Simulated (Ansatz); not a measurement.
# One structure type, several compounds

Theory: Ansatz 0.2.0, DFT, PBE, all-electron LAPW, scalar-relativistic.

All compounds have space group Fd-3m with 2 atoms in the primitive cell. V0, B0 and B0′ come from third-order Birch–Murnaghan fits to pressures at five volumes, with shape and internal coordinates held; prototypes and MP cells needn't be known phases. Spin-polarised runs start from parallel moments; other orders may lie lower.

No spin–orbit coupling, which matters for the heavy atoms here.

N: N 8b (0.000 0.000 0.500); diamond type, relaxed by us; 13×13×13 mesh, smearing 0.08 eV; no spin
Cs: Cs 8b (0.000 0.000 0.500); diamond type, relaxed by us; 11×11×11 mesh, smearing 0.05 eV; no spin
Lu: Lu 8b (0.000 0.000 0.500); diamond type, relaxed by us; 11×11×11 mesh, smearing 0.03 eV; no spin
Si: Si 8b (0.000 0.000 0.500); diamond type, relaxed by us; 13×13×13 mesh, smearing 0.05 eV; no spin
Cl: Cl 8b (0.000 0.000 0.500); diamond type, relaxed by us; 14×14×14 mesh, smearing 0.08 eV; no spin
Fe: Fe 8b (0.000 0.000 0.500); diamond type, relaxed by us; 13×13×13 mesh, smearing 0.03 eV; polarised, ending at 0.0 μB

```json
{"compound": "N", "V0 (Å³/atom)": "?", "B0 (GPa)": "156", "B0′": "3.4", "cell moment (μB)": "–"}
{"compound": "Cs", "V0 (Å³/atom)": "189.10", "B0 (GPa)": "1", "B0′": "3.1", "cell moment (μB)": "–"}
{"compound": "Lu", "V0 (Å³/atom)": "50.44", "B0 (GPa)": "?", "B0′": "2.1", "cell moment (μB)": "–"}
{"compound": "Si", "V0 (Å³/atom)": "20.45", "B0 (GPa)": "88", "B0′": "4.3", "cell moment (μB)": "–"}
{"compound": "Cl", "V0 (Å³/atom)": "?", "B0 (GPa)": "17", "B0′": "5.1", "cell moment (μB)": "–"}
{"compound": "Fe", "V0 (Å³/atom)": "14.46", "B0 (GPa)": "156", "B0′": "4.5", "cell moment (μB)": "0.0"}
```

(1) Fill in "V0 (Å³/atom)" for the row "N".

(2) Give the missing entry: row "Lu", column "B0 (GPa)".

(3) Give the missing entry: row "Cl", column "V0 (Å³/atom)".

## Answers

(1) 9.15.

(2) 12.

(3) 33.91.
